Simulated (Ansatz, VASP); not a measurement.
# H2O in two plane-wave programs, part 2 of 2

One calculation is typed for both programs; each brings its own data sets. How far apart do they land? The cell is taken from a series of runs on this material, whose earlier steps may have relaxed, scaled, displaced or heated it; both programs get it as it stands.

VASP 6.6.1 and Ansatz 0.2.0.

So far. Step 4 (Differences): The forces differ by 63 meV/Å r.m.s., where the r.m.s. force is 0.027 eV/Å in Ansatz and 0.086 eV/Å in VASP: the atoms lie near their places of rest in Ansatz, so a percentage would say little (all taken over all components).

**5. VASP: single point, r2SCAN with D4**

Level of this step: r2SCAN with D4; plane waves and PAW (O, H) (VASP).

With cell and atoms fixed, the geometry can't cause a difference; cores, projectors, grids and the points listed under the comparison can.

Contents of INCAR:

```
SYSTEM = H2O
PREC = Accurate
ENCUT = 580
EDIFF = 1E-06
NELM = 120
ISMEAR = -1
SIGMA = 0.01
LREAL = .FALSE.
ALGO = Normal
METAGGA = R2SCAN
IVDW = 13
VDW_S6 = 1
VDW_S8 = 0.6018749
VDW_A1 = 0.51559235
VDW_A2 = 5.77342911
LASPH = .TRUE.
NBANDS = 10
LORBIT = 11
LWAVE = .FALSE.
LCHARG = .FALSE.
ISIF = 2
GGA_COMPAT = .FALSE.
EFERMI = MIDGAP
LMIXTAU = .TRUE.
```

Contents of POSCAR:

```
H2O
1.0
   12.0000000000      0.0000000000      0.0000000000
    0.0000000000     12.3000000000      0.0000000000
    0.0000000000      0.0000000000     12.6000000000
O H
1 2
Direct
    0.5005500000      0.4989400000      0.4748700000
    0.5652100000      0.5015200000      0.5209300000
    0.4380700000      0.4987200000      0.5236300000
```

Contents of KPOINTS:

```
Automatic mesh
0
Gamma
1 1 1
0 0 0
```

Potentials, in the order of the species: O and H (PBE family, release 64).

Started as:

```bash
$ mpirun -np 8 vasp_gam
```

Numbers of over 12 decimals in the logs are rounded to 6 here.

The program printed:

```text
[banner, memory and clock lines left out]
running    8 mpi-ranks, on    1 nodes
[...]
[... a notice as in an earlier step ...]

 [... a notice as in an earlier step ...]

 LDA part: xc-table for (None), standard interpolation
 [... a notice as in an earlier step ...]

 POSCAR, INCAR and KPOINTS ok, starting setup
[...]
entering main loop
       N       E                     dE             d eps       ncg     rms          rms(c)
DAV:   1     0.800733768741E+02    0.80073E+02   -0.15823E+03    40   0.233E+02
DAV:   2     0.857959918432E+01   -0.71494E+02   -0.67442E+02    64   0.533E+01
DAV:   3    -0.185816042812E+02   -0.27161E+02   -0.27118E+02    32   0.520E+01
DAV:   4    -0.198777700628E+02   -0.12962E+01   -0.12959E+01    48   0.135E+01
[...]
DAV:  46    -0.153349112025E+02   -0.63711E-04   -0.10444E-05    48   0.221E-02    0.128E-03
DAV:  47    -0.153349256448E+02   -0.14442E-04   -0.72094E-06    32   0.223E-02    0.843E-04
DAV:  48    -0.153349256864E+02   -0.41562E-07   -0.31221E-07    48   0.492E-03
   1 F= -.15336242E+02 E0= -.15336242E+02  d E =0.000000E+00
```

From OUTCAR (step 5):

```text
  Edisp (eV):   -0.00132

  Total      -0.34579    -0.05226    -0.32437    -0.00686    -0.00618    -0.00233
  in kB      -0.29790    -0.04503    -0.27944    -0.00591    -0.00532    -0.00201
  external pressure =       -0.21 kB  Pullay stress =        0.00 kB

 POSITION                                       TOTAL-FORCE (eV/Angst)
 -----------------------------------------------------------------------------------
      6.00660      6.13696      5.98336         0.014343      0.011166      0.420281
      6.78252      6.16870      6.56372        -0.190559     -0.009915     -0.208326
      5.25684      6.13426      6.59774         0.176216     -0.001251     -0.211956
 -----------------------------------------------------------------------------------
    total drift:                               -0.000491      0.001250     -0.001192

  FREE ENERGIE OF THE ION-ELECTRON SYSTEM (eV)
  ---------------------------------------------------
  free  energy   TOTEN  =       -15.3362418541 eV

  energy  without entropy=      -15.3362418541  energy(sigma->0) =      -15.33624185

[... 1 part as in an earlier step ...]

[... 2 further parts left out ...]
[key lines of the parts left out:]
E-fermi :  -3.9444
```

**6. Ansatz: single point, r2SCAN with D4**

The same cell, functional, mesh and smearing now go to Ansatz, which takes its cutoff from its data sets.

The cell is taken from a series of runs on this material, whose earlier steps may have relaxed, scaled, displaced or heated it; both programs get it as it stands.

Contents of input.yaml:

```yaml
crystal:
  lattice:
    - [12.0, 0.0, 0.0]
    - [0.0, 12.3, 0.0]
    - [0.0, 0.0, 12.6]
  atoms:
    - { symbol: O, position: [0.50055, 0.49894, 0.47487] }
    - { symbol: H, position: [0.56521, 0.50152, 0.52093] }
    - { symbol: H, position: [0.43807, 0.49872, 0.52363] }
kpoints:
  mp_grid: { grid: [1, 1, 1] }
hamiltonian:
  xc: r2scan
  dispersion: d4
scf:
  occupations: { method: fermi_dirac, width: 0.01 }
output:
  forces: true
```

Started as:

```bash
$ ansatz run input.yaml --threads 4 --pin off --max-ram 8192MiB --backend cpu --events-out ev --progress --plain --runs-dir out
```

The program printed:

```text
[...]
Crystal: 3 atoms, lattice volume = 1859.760 Å³
Basis set: ecut = 500 eV, 47207 PW (Γ), exchange–correlation on 360×360×384 points (64 copies of the dense FFT grid, shifted against one another)
Bands: 8, of which v1, the nominal top of the filled ones, is band 4 counted from 1 (3 counted from 0)
Symmetry: 1 space group operations
[...]
k-points: 1
[...]
SCF converged after 6 iterations
Free energy (F): -600.366221 eV
[...]
Internal energy: -600.366221 eV  (E = F + TS)
E sigma→0 (E₀):  -600.366221 eV
Fermi energy:    -3.938063 eV
[...]
--- Forces (eV/Å), atoms counted from 1 ---
  atom   1  O      0.01764804     0.01382943     0.56564104
  atom   2  H     -0.36480872    -0.01497061    -0.27700782
  atom   3  H      0.34715571     0.00112989    -0.28866321
  max |Σ_I F_I| component: 3.00e-5 eV/Å
```

**7. Comparison**

What differs besides the data sets and the points named for the pairs above, as far as they apply: VASP keeps PBE cores, Ansatz makes them for the functional; the cutoff is 500 eV in Ansatz and 580 eV in VASP. Total energies have different zeros and are not compared.

Compared:

```
              quantity  Ansatz   VASP  difference
gap on the k mesh (eV)   7.191  7.194      -0.003
```

Forces (eV/Å; atoms numbered as in POSCAR):

```
atom          Ansatz x, y, z            VASP x, y, z
  O1     0.018, 0.014, 0.566     0.014, 0.011, 0.420
  H2  -0.365, -0.015, -0.277  -0.191, -0.010, -0.208
  H3    0.347, 0.001, -0.289   0.176, -0.001, -0.212
```

The forces differ by 101 meV/Å r.m.s., which is 52.4 % of the r.m.s. force of 0.192 eV/Å (both taken over all components).

**8. Results**

- r.m.s. force difference (single point, RPBE with D3(BJ)): 63 meV/Å
- r.m.s. force difference (single point, r2SCAN with D4): 101 meV/Å

What this shows: The r.m.s. force difference is 101 meV/Å (single point, r2SCAN with D4), beyond the 12 meV/Å picked in this series as the mark of a large difference. What causes the difference of the single point, RPBE with D3(BJ) pair stays open here. What causes the difference of the single point, r2SCAN with D4 pair stays open here. 1 further run of this series is not shown here. Such differences can come from data sets, numerical settings and the points named under the comparisons, not from the functional's error against experiment.

[Lines on the potential files, build, host, timing and source positions are cut from VASP's logs without a mark.]

[Logs are printed without paths, hosts, clocks, repeated set-up lines and the standing remarks that a program may print on its own settings, such as how far it seeks lower states.]

[Hosts, paths, dates, database ids (printed as entryN), source tags and the programs' standing remarks are cut or masked in the printed files.]
